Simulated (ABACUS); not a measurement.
# WC (Qusongite) (P-6m2) in ABACUS: further runs

Runs on WC (Qusongite). Level: PBE. Tasks: equation of state.

Program: ABACUS 3.10.1. These are calculated values, not measurements. Logs are shortened: lines on timing, memory, paths and dates and some standing lists are left out, and cuts for length are marked.

## (1) Starting point

Symmetry: P-6m2, No. 187, hexagonal system. Conventional cell: a = 2.907 Å, b = 2.907 Å, c = 2.837 Å, α = 90.00°, β = 90.00°, γ = 120.00°. W (site symmetry -6m2) is surrounded by 6 C at 2.20 Å. C (site symmetry -6m2) is surrounded by 6 W at 2.20 Å.

## (2) Equation of state, PBE, 9.75 Å³/atom (volume scaled by 0.94)

Input file INPUT:

```
INPUT_PARAMETERS
suffix              WC
calculation         scf
basis_type          lcao
pseudo_dir          ./
orbital_dir         ./
symmetry            1
dft_functional      pbe
ecutwfc             100
pseudo_rcut         10
nspin               1
nbands              13
ks_solver           genelpa
smearing_method     fd
smearing_sigma      0.00367493
scf_thr             1e-07
scf_nmax            100
mixing_type         broyden
mixing_beta         0.7
cal_force           1
cal_stress          1
out_mul             1
```

Input file STRU:

```
ATOMIC_SPECIES
W 183.8400 W.upf
C 12.0110 C.upf

NUMERICAL_ORBITAL
W_confined-atom_7au_3s2p2d1f.orb
C_confined-atom_6au_2s2p1d.orb

LATTICE_CONSTANT
1.8897261246

LATTICE_VECTORS
2.8471670250 0.0000000000 0.0000000000
-1.4235835125 2.4657189725 0.0000000000
0.0000000000 0.0000000000 2.7786939560

ATOMIC_POSITIONS
Direct

W
0.0
1
0.0000000000 0.0000000000 0.0000000000 1 1 1

C
0.0
1
0.6666666667 0.3333333333 0.5000000000 1 1 1
```

Input file KPT:

```
K_POINTS
0
Gamma
10 10 9 0 0 0
```

Potentials or basis: PseudoDojo NC SR 0.4.1 PBE standard, DZP LCAO (the cutoffs set its grid).

Run with:

```
$ OMP_NUM_THREADS=1 mpirun -np 4 abacus > log
```

running log:

```text
ABACUS v3.10.1

               Atomic-orbital Based Ab-initio Computation at UStc

 ------------------------------------------------------------------------------------

 READING GENERAL INFORMATION
                           global_out_dir = OUT.WC/
                           global_in_card = INPUT
                               pseudo_dir = ./
[... 8 lines left out ...]

 READING ATOM TYPE 1
                               atom label = W
                      L=0, number of zeta = 3
                      L=1, number of zeta = 2
                      L=2, number of zeta = 2
                      L=3, number of zeta = 1
             number of atom for this type = 1

 READING ATOM TYPE 2
                               atom label = C
                      L=0, number of zeta = 2
                      L=1, number of zeta = 2
                      L=2, number of zeta = 1
             number of atom for this type = 1

                        TOTAL ATOM NUMBER = 2
DIRECT COORDINATES
    atom                   x                   y                   z     mag                  vx                  vy                  vz
taud_W1            0.0000000000        0.0000000000        0.0000000000  0.0000        0.0000000000        0.0000000000        0.0000000000
taud_C1            0.6666666667        0.3333333333        0.5000000000  0.0000        0.0000000000        0.0000000000        0.0000000000

                          Volume (Bohr^3) = 131.642
                             Volume (A^3) = 19.5073

 Lattice vectors: (Cartesian coordinate: in unit of a_0)
             +2.84717                  +0                  +0
             -1.42358            +2.46572                  +0
                   +0                  +0            +2.77869
 Reciprocal vectors: (Cartesian coordinate: in unit of 2 pi/a_0)
            +0.351226           +0.202781                  -0
                   -0           +0.405561                  -0
                   +0                  -0           +0.359881
 The esolver type has been set to : ksdft_lcao

                PAO radial cut off (Bohr) = 10

 Read in pseudopotential file is W.upf
                     pseudopotential type = NC
          exchange-correlation functional = PBE
                 nonlocal core correction = 1
                        valence electrons = 14
                                     lmax = 3
                           number of zeta = 4
                     number of projectors = 8
                           L of projector = 0
                           L of projector = 0
                           L of projector = 1
                           L of projector = 1
                           L of projector = 2
                           L of projector = 2
                           L of projector = 3
                           L of projector = 3
                PAO radial cut off (Bohr) = 10

 Read in pseudopotential file is C.upf
                     pseudopotential type = NC
          exchange-correlation functional = PBE
                 nonlocal core correction = 1
                        valence electrons = 4
                                     lmax = 1
                           number of zeta = 2
                     number of projectors = 4
                           L of projector = 0
                           L of projector = 0
                           L of projector = 1
                           L of projector = 1
     initial pseudo atomic orbital number = 14

 SETUP THE ELECTRONS NUMBER
             electron number of element W = 14
       total electron number of element W = 14
             electron number of element C = 4
       total electron number of element C = 4
            AUTOSET number of electrons:  = 18
                           occupied bands = 9
                                   NLOCAL = 39
                                   NBANDS = 13
                                   NBANDS = 13
                                   NLOCAL = 39

%%%%%%%%%%%%%%%%%%%%%%%%%%%%%%%%%%%%%%%%%%%%%%%%%%%%%%%%%%%%%%%%%%%%%%%%%%%%%%%%%%%%%%%%%%%%%%%%%%%%%%%%%%
 Warning: the number of valence electrons in pseudopotential > 6 for W: [Xe] 4f14 5d4 6s2
 Pseudopotentials with additional electrons can yield (more) accurate outcomes, but may be less efficient.
 If you're confident that your chosen pseudopotential is appropriate, you can safely ignore this warning.
%%%%%%%%%%%%%%%%%%%%%%%%%%%%%%%%%%%%%%%%%%%%%%%%%%%%%%%%%%%%%%%%%%%%%%%%%%%%%%%%%%%%%%%%%%%%%%%%%%%%%%%%%%

 SETUP THE PLANE WAVE BASIS
 energy cutoff for charge/potential (unit:Ry) = 400
[... 91 lines left out ...]
                               nkstot_ibz = 70
K-POINTS REDUCTION ACCORDING TO SYMMETRY
     IBZ    DIRECT_X    DIRECT_Y    DIRECT_Z  WEIGHT  ibz2bz
       1  0.00000000  0.00000000  0.00000000  0.0011       0
       2 -0.10000000  0.10000000  0.00000000  0.0067       1
       3 -0.20000000  0.20000000  0.00000000  0.0067       2
       4 -0.30000000  0.30000000  0.00000000  0.0067       3
       5 -0.40000000  0.40000000  0.00000000  0.0067       4
       6  0.50000000  0.50000000  0.00000000  0.0033       5
[... 22 lines left out ...]
      29  0.00000000  0.00000000  0.22222222  0.0022     200
      30 -0.10000000  0.10000000  0.22222222  0.0133     201
[... 40 further k points ...]

                               nkstot now = 70
[... K-POINTS DIRECT COORDINATES: 70 rows ...]

           k-point number in this process = 70
       minimum distributed K point number = 70
[... stars of the k points ...]

[... K-POINTS CARTESIAN COORDINATES: 70 rows ...]

[... K-POINTS DIRECT COORDINATES: 70 rows ...]

 SETUP PLANE WAVES FOR WAVE FUNCTIONS
     energy cutoff for wavefunc (unit:Ry) = 100
              fft grid for wave functions = [ 36, 36, 36 ]
                    number of plane waves = 3211
                         number of sticks = 253

 PARALLEL PW FOR WAVE FUNCTIONS
     PROC   COLUMNS(POT)             PW
        1             63            803
        2             63            803
        3             64            804
        4             63            801
 --------------- sum -------------------
        4            253           3211

 SET NONLOCAL PSEUDOPOTENTIAL PROJECTORS
 SET NONLOCAL PSEUDOPOTENTIAL PROJECTORS
 max number of nonlocal projetors among all species is 8

 -------------------------------------------
 SELF-CONSISTENT
 -------------------------------------------

 SETUP SEARCHING RADIUS FOR PROGRAM TO SEARCH ADJACENT ATOMS
                  longest orb rcut (Bohr) = 7
   longest nonlocal projector rcut (Bohr) = 2.06
                     search radius (Bohr) = 18.1
              searching radius is (Bohr)) = 18.1
         searching radius unit is (Bohr)) = 1.89
                         PeriodicBoundary = 1
                        Radius(unit:lat0) = 9.59
                                   glayer = [ 5, 5, 5 ]
                             glayer_minus = [ 4, 4, 4 ]

Find the coordinate range of the input atom(unit:lat0).
                                  min_tau = [ -17.1, -9.86, -11.1 ]
                                  max_tau = [ 18.5, 10.7, 12.5 ]
                                BoxNumber = [ 9, 9, 9 ]

 SETUP EXTENDED REAL SPACE GRID FOR GRID INTEGRATION
                          real space grid = [ 36, 36, 36 ]
                 big cell numbers in grid = [ 12, 12, 12 ]
             meshcell numbers in big cell = [ 3, 3, 3 ]
                        extended fft grid = [ 19, 19, 16 ]
                dimension of extened grid = [ 51, 51, 45 ]
                            UnitCellTotal = 125
              Atom number in sub-FFT-grid = 2
    Local orbitals number in sub-FFT-grid = 39
                                ParaV.nnr = 33730
                                 init_chg = atomic

 LCAO ALGORITHM --------------- ION=   1  ELEC=   1--------------------------------

 Density error is 0.114002405715
----------------------------------------------------------
     Energy           Rydberg                 eV
----------------------------------------------------------
 E_KohnSham     -163.5600858475      -2225.3491328956
 E_Harris       -165.8932570944      -2257.0935562621
 E_Fermi        1.6626548144         22.6215792831
----------------------------------------------------------
[... 80 lines left out ...]
 Density error is 6.53983461193e-08
----------------------------------------------------------
     Energy           Rydberg                 eV
----------------------------------------------------------
 E_KohnSham     -163.7486830787      -2227.9151298666
 E_KS(sigma->0) -163.7486096290      -2227.9141305320
 E_Harris       -163.7486846081      -2227.9151506753
 E_band         -2.5333717652        -34.4682911586
 E_one_elec     -7.9279350044        -107.8650894330
 E_Hartree      16.5939061513        225.7716757352
 E_xc           -37.6405987545       -512.1266191934
 E_Ewald        -134.7739085717      -1833.6930983063
 E_entropy(-TS) -0.0001468994        -0.0019986691
 E_descf        0.0000000000         0.0000000000
 E_exx          0.0000000000         0.0000000000
 E_Fermi        1.6196178841         22.0360318059
----------------------------------------------------------

 charge density convergence is achieved
 final etot is -2227.9151299 eV
 EFERMI = 22.036031806 eV

 STATE ENERGY(eV) AND OCCUPATIONS    NSPIN == 1
 1/70 kpoint (Cartesian) = 0.0000 0.0000 0.0000 (551 pws)
       1       -51.8711     0.00222222
       2       -15.8486     0.00222222
       3       -15.7145     0.00222222
       4       -15.7145     0.00222222
       5        7.13967     0.00222222
       6        17.3708     0.00222222
       7        18.4465     0.00222222
       8        18.4465     0.00222222
       9        22.1836    0.000110283
      10        25.5829    3.46323e-34
      11        25.5829    3.46323e-34
      12        28.0406    1.55647e-55
      13        28.0406    1.55647e-55
[... 61 lines left out ...]
 6/70 kpoint (Cartesian) = 0.17561 0.30417 0.0000 (546 pws)
       1       -51.7934     0.00666667
       2       -16.7237     0.00666667
       3       -15.9496     0.00666667
       4       -15.7074     0.00666667
       5        10.6515     0.00666667
       6        14.7297     0.00666667
       7        18.1396     0.00666667
       8        18.1878     0.00666667
       9        21.5633     0.00666614
      10        24.5874    4.59876e-25
      11        26.9720    8.91713e-46
      12        27.3780    2.65435e-49
      13        29.3013    5.22745e-66

[... levels at 64 further k points ...]

 correction force for each atom along direction 1 is 0.199335
 correction force for each atom along direction 2 is -0.0978400
 correction force for each atom along direction 3 is -0.0113211
------------------------------------------------------------------------------------------
 TOTAL-FORCE (eV/Angstrom)
------------------------------------------------------------------------------------------
                        W1         0.0000000000         0.0000000000         0.0000000000
                        C1         0.0000000000         0.0000000000         0.0000000000
------------------------------------------------------------------------------------------

----------------------------------------------------------------
 TOTAL-STRESS (KBAR)
----------------------------------------------------------------
       361.9890118031        -0.0000000000         0.0000000000
         0.0000000000       361.9890117935        -0.0000000000
        -0.0000000000         0.0000000000       404.4557599672
----------------------------------------------------------------
 TOTAL-PRESSURE: 376.144595 KBAR

 --------------------------------------------
 !FINAL_ETOT_IS -2227.9151298665997274 eV
 --------------------------------------------
```

Run time: 5.6 s. Hardware: 4 MPI ranks of AMD EPYC 7B13 (Zen 3), shared host; peak memory 0.4 GiB.

Results:

```
Free energy            : -2227.9151 eV
Pressure               : 37.6 GPa
Band gap on the k mesh : none (metal or under the smearing width)
Mulliken charges       : W +0.59; C -0.59 e
```

Caveat: the atomic orbitals were generated for these runs and aren't a published set; Mulliken charges move with the basis; the basis of atomic orbitals isn't converged, which shifts pressures, moduli and gaps.

## (3) Equation of state, PBE, 9.96 Å³/atom (volume scaled by 0.96)

INPUT is that of step 2.

Changes to STRU since step 2:

```diff
@@ -12,5 +12,5 @@
 LATTICE_VECTORS
-2.8471670250 0.0000000000 0.0000000000
--1.4235835125 2.4657189725 0.0000000000
-0.0000000000 0.0000000000 2.7786939560
+2.8672181576 0.0000000000 0.0000000000
+-1.4336090788 2.4830837627 0.0000000000
+0.0000000000 0.0000000000 2.7982628680
```

KPT is that of step 2.

Potentials or basis: PseudoDojo NC SR 0.4.1 PBE standard, DZP LCAO (the cutoffs set its grid).

Run with:

```
$ OMP_NUM_THREADS=1 mpirun -np 4 abacus > log
```

Run time: 5.4 s. Hardware: 4 MPI ranks of AMD EPYC 7B13 (Zen 3), shared host; peak memory 0.4 GiB.

The run converged. Its results:

```yaml
Free_energy: -2227.9982 eV
Pressure: 26.7 GPa
Band_gap_on_the_k_mesh: none (metal or under the smearing width)
Mulliken_charges: W +0.58; C -0.58 e
```

Caveat: the atomic orbitals were generated for these runs and aren't a published set; Mulliken charges move with the basis; the basis of atomic orbitals isn't converged, which shifts pressures, moduli and gaps.

## (4) Equation of state, PBE, 10.17 Å³/atom (volume scaled by 0.98)

INPUT is that of step 3.

Changes to STRU since step 3:

```diff
@@ -12,5 +12,5 @@
 LATTICE_VECTORS
-2.8672181576 0.0000000000 0.0000000000
--1.4336090788 2.4830837627 0.0000000000
-0.0000000000 0.0000000000 2.7982628680
+2.8869927008 0.0000000000 0.0000000000
+-1.4434963504 2.5002090195 0.0000000000
+0.0000000000 0.0000000000 2.8175618425
```

KPT is that of step 3.

Run with:

```
$ OMP_NUM_THREADS=1 mpirun -np 4 abacus > log
```

Run time: 5.3 s. Hardware: 4 MPI ranks of AMD EPYC 7B13 (Zen 3), shared host; peak memory 0.4 GiB.

It converged, with:

| Quantity | Value |
| --- | --- |
| Free energy | -2228.0544 eV |
| Pressure | 16.9 GPa |
| Band gap on the k mesh | none (metal or under the smearing width) |
| Mulliken charges | W +0.57; C -0.57 e |

Caveat: the atomic orbitals were generated for these runs and aren't a published set; Mulliken charges move with the basis; the basis of atomic orbitals isn't converged, which shifts pressures, moduli and gaps.

## (5) Equation of state, PBE, 10.38 Å³/atom

INPUT is that of step 4.

Changes to STRU since step 4:

```diff
@@ -12,5 +12,5 @@
 LATTICE_VECTORS
-2.8869927008 0.0000000000 0.0000000000
--1.4434963504 2.5002090195 0.0000000000
-0.0000000000 0.0000000000 2.8175618425
+2.9065000000 0.0000000000 0.0000000000
+-1.4532500000 2.5171028361 0.0000000000
+0.0000000000 0.0000000000 2.8366000000
```

KPT is that of step 4.

Run with:

```
$ OMP_NUM_THREADS=1 mpirun -np 4 abacus > log
```

Run time: 5.6 s. Hardware: 4 MPI ranks of AMD EPYC 7B13 (Zen 3), shared host; peak memory 0.4 GiB.

Results (log left out):

- Free energy: -2228.0864 eV
- Pressure: 8.0 GPa
- Band gap on the k mesh: none (metal or under the smearing width)
- Mulliken charges: W +0.55; C -0.55 e

Caveat: the atomic orbitals were generated for these runs and aren't a published set; Mulliken charges move with the basis; the basis of atomic orbitals isn't converged, which shifts pressures, moduli and gaps.

## (6) Equation of state, PBE, 10.58 Å³/atom (volume scaled by 1.02)

INPUT is that of step 5.

Changes to STRU since step 5:

```diff
@@ -12,5 +12,5 @@
 LATTICE_VECTORS
-2.9065000000 0.0000000000 0.0000000000
--1.4532500000 2.5171028361 0.0000000000
-0.0000000000 0.0000000000 2.8366000000
+2.9257489053 0.0000000000 0.0000000000
+-1.4628744527 2.5337728771 0.0000000000
+0.0000000000 0.0000000000 2.8553859779
```

KPT is that of step 5.

Potentials or basis: PseudoDojo NC SR 0.4.1 PBE standard, DZP LCAO (the cutoffs set its grid).

Run with:

```
$ OMP_NUM_THREADS=1 mpirun -np 4 abacus > log
```

It took 5.5 s on 4 MPI ranks of AMD EPYC 7B13 (Zen 3), shared host; peak memory 0.4 GiB.

The run converged. Its results:

```
Free energy            : -2228.0966 eV
Pressure               : 0.0 GPa
Band gap on the k mesh : none (metal or under the smearing width)
Mulliken charges       : W +0.54; C -0.54 e
```

Caveat: the atomic orbitals were generated for these runs and aren't a published set; Mulliken charges move with the basis; the basis of atomic orbitals isn't converged, which shifts pressures, moduli and gaps.

## (7) Equation of state, PBE, 10.79 Å³/atom (volume scaled by 1.04)

INPUT is that of step 6.

Changes to STRU since step 6:

```diff
@@ -12,5 +12,5 @@
 LATTICE_VECTORS
-2.9257489053 0.0000000000 0.0000000000
--1.4628744527 2.5337728771 0.0000000000
-0.0000000000 0.0000000000 2.8553859779
+2.9447478072 0.0000000000 0.0000000000
+-1.4723739036 2.5502264088 0.0000000000
+0.0000000000 0.0000000000 2.8739279649
```

KPT is that of step 6.

Run with:

```
$ OMP_NUM_THREADS=1 mpirun -np 4 abacus > log
```

It took 5.7 s on 4 MPI ranks of AMD EPYC 7B13 (Zen 3), shared host; peak memory 0.4 GiB.

It converged, with:

```yaml
Free_energy: -2228.0872 eV
Pressure: -7.2 GPa
Band_gap_on_the_k_mesh: none (metal or under the smearing width)
Mulliken_charges: W +0.53; C -0.53 e
```

Caveat: the atomic orbitals were generated for these runs and aren't a published set; Mulliken charges move with the basis; the basis of atomic orbitals isn't converged, which shifts pressures, moduli and gaps.

## (8) Equation of state, PBE, 11.00 Å³/atom (volume scaled by 1.06)

INPUT is that of step 7.

Changes to STRU since step 7:

```diff
@@ -12,5 +12,5 @@
 LATTICE_VECTORS
-2.9447478072 0.0000000000 0.0000000000
--1.4723739036 2.5502264088 0.0000000000
-0.0000000000 0.0000000000 2.8739279649
+2.9635046684 0.0000000000 0.0000000000
+-1.4817523342 2.5664703270 0.0000000000
+0.0000000000 0.0000000000 2.8922337321
```

KPT is that of step 7.

Run with:

```
$ OMP_NUM_THREADS=1 mpirun -np 4 abacus > log
```

It took 5.2 s on 4 MPI ranks of AMD EPYC 7B13 (Zen 3), shared host; peak memory 0.4 GiB.

It converged, with:

```yaml
Free_energy: -2228.0600 eV
Pressure: -13.7 GPa
Band_gap_on_the_k_mesh: none (metal or under the smearing width)
Mulliken_charges: W +0.53; C -0.53 e
```

Caveat: the atomic orbitals were generated for these runs and aren't a published set; Mulliken charges move with the basis; the basis of atomic orbitals isn't converged, which shifts pressures, moduli and gaps.

## (9) Equation of state, PBE

Potentials or basis: PseudoDojo NC SR 0.4.1 PBE standard, DZP LCAO (the cutoffs set its grid).

This step only gathers the single runs of the series.

What came out:

```yaml
Equilibrium_volume: 10.58 Å³/atom
Bulk_modulus_at_fixed_shape_and_positions: 386 GPa
Pressure_derivative_of_the_bulk_modulus: 4.3
```

Energy against volume, from the lowest point:
```csv
volume (Å³/atom),energy (meV/atom)
9.754,90.72
9.961,49.20
10.169,21.07
10.376,5.08
10.584,0.00
10.791,4.69
10.999,18.30
```

Caveat: the atomic orbitals were generated for these runs and aren't a published set; the cell was scaled at fixed shape and fractional positions, which overstates the stiffness of a crystal with free parameters, most of all of layers and chains; the basis of atomic orbitals isn't converged, which shifts pressures, moduli and gaps. The run has no spin-orbit coupling, so splittings on W are missing.
